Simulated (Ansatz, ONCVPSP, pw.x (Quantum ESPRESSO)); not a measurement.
What a changed setting does to a pw.x run (fcc W)

Potential: optimised norm-conserving Vanderbilt (ONCV), ONCVPSP 4.0.1.1 (patched build), PBE; core [Kr] 4d10 4f14, reference 5s2 5p6 5d4.5 6s1.5; waves: 5s+6s: rc 2.05 bohr, ncon 4, nbas 7, qcut 4.4 1/bohr, 2 projectors; 5p: rc 1.75 bohr, ncon 5, nbas 9, qcut 9.5 1/bohr, 2 projectors, debl 1.5 Ha; 5d: rc 2.40 bohr, ncon 4, nbas 9, qcut 6.3 1/bohr, 2 projectors, debl 3.6 Ha; local part: polynomial inside 1.40 bohr (lpopt 5, dvloc0 0 Ha); core correction: Teter function, fcfact 5, rcfact 1.55. In the p channel the program set the typed energies aside and used -1.553, 0.250 Ha.

The reference run (k-mesh 14³, cutoffs 85/340 Ry, Fermi–Dirac 0.01 Ry, mixing_beta 0.4, conv_thr 1e-9, no spin) gives -2.77 GPa at 16.478 Å³/atom, where all-electron LAPW gives -0.06 GPa. This run, with its own iteration cap, changes startingwfc to atomic.

```
&control
  calculation='scf', prefix='x', pseudo_dir='./', outdir='./tmp', tstress=.true., disk_io='none'
/
&system
  ibrav=0, nat=1, ntyp=1, ecutwfc=85, ecutrho=340, nbnd=15,
  occupations='smearing', smearing='fd', degauss=0.01
/
&electrons
  conv_thr=1e-09, mixing_beta=0.4, electron_maxstep=50, startingwfc='atomic'
/
ATOMIC_SPECIES
W 1.0 W.UPF
CELL_PARAMETERS angstrom
  0.00000000 2.01972156 2.01972156
  2.01972156 0.00000000 2.01972156
  2.01972156 2.01972156 0.00000000
ATOMIC_POSITIONS crystal
W 0.0000 0.0000 0.0000
K_POINTS automatic
14 14 14 0 0 0
```

```bash
pw.x < W.scf.in > W.scf.out
```

Task: How does the run end?

Result: It converges in 7 iterations; the free energy moves by +0.0 meV/atom and the pressure by +0.00 GPa. The result is that of the reference run.

```
Message from routine setup:
     using ibrav=0 with symmetry is DISCOURAGED, use correct ibrav instead
     lattice parameter (alat)  =       5.3977  a.u.
     unit-cell volume          =     111.1991 (a.u.)^3
     number of electrons       =        14.00
     number of Kohn-Sham states=           15
     kinetic-energy cutoff     =      85.0000  Ry
     charge density cutoff     =     340.0000  Ry
     scf convergence threshold =      1.0E-09
     Exchange-correlation= PBE
     number of k points=   104  Fermi-Dirac smearing, width (Ry)=  0.0100
     iteration #  1     ecut=    85.00 Ry     beta= 0.40
     total energy              =    -157.86542752 Ry
     estimated scf accuracy    <       0.07153202 Ry
     iteration #  2     ecut=    85.00 Ry     beta= 0.40
     total energy              =    -157.86623558 Ry
     estimated scf accuracy    <       0.01021785 Ry
     iteration #  3     ecut=    85.00 Ry     beta= 0.40
     total energy              =    -157.86751039 Ry
     estimated scf accuracy    <       0.00048849 Ry
     iteration #  4     ecut=    85.00 Ry     beta= 0.40
     total energy              =    -157.86754900 Ry
     estimated scf accuracy    <       0.00001157 Ry
     iteration #  5     ecut=    85.00 Ry     beta= 0.40
     total energy              =    -157.86755274 Ry
     estimated scf accuracy    <       0.00000055 Ry
     iteration #  6     ecut=    85.00 Ry     beta= 0.40
     total energy              =    -157.86755284 Ry
     estimated scf accuracy    <          1.0E-08 Ry
     iteration #  7     ecut=    85.00 Ry     beta= 0.40
     the Fermi energy is    21.0183 ev
!    total energy              =    -157.86755285 Ry
     estimated scf accuracy    <          1.0E-09 Ry
     smearing contrib. (-TS)   =      -0.00528311 Ry
     The total energy is F=E-TS. E is the sum of the following terms:
     one-electron contribution =     -16.99057623 Ry
     hartree contribution      =      16.99866388 Ry
     xc contribution           =     -40.14717804 Ry
     ewald contribution        =    -117.72317934 Ry
     convergence has been achieved in   7 iterations
          total   stress  (Ry/bohr**3)                   (kbar)     P=      -27.67
     Message from routine punch:
     Nothing written, as per user request (disk_io='none')
```

The run took about 19 s on one core of a shared host (Neoverse-V1, 32 threads, 247 GiB, load 16).
